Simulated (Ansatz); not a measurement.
GaN:

```
Ga N
1.0
     0.00000    2.25350    2.25350
     2.25350    0.00000    2.25350
     2.25350    2.25350    0.00000
Ga N
1 1
Direct
  0.00000 0.00000 0.00000
  0.25000 0.25000 0.25000
```

The cell is a database's computed one.

Base run:

* Program: Ansatz 0.2.0
* Functional: PBE0
* Potentials or basis: all-electron PAW datasets made for the crystal
* Cutoff: 490 eV
* Density cutoff: 1960 eV
* k mesh: 8 × 8 × 8
* Occupations: fermi-dirac, width 0.05 eV
* Spin: no spin polarisation

Its results: band gap on the k mesh 3.65 eV, direct.

Task: The run is repeated on the same cell with these changes: functional from PBE0 to PBE; cutoff from 490 eV to 440 eV; density cutoff from 1960 eV to 1760 eV. What comes out?

Result: Band gap on the k mesh 1.73 eV, direct.

PBE0 gives the wider gap, since exact exchange removes part of the self-interaction.

A k mesh can miss the band edges.

Not every run made on this cell is shown here.
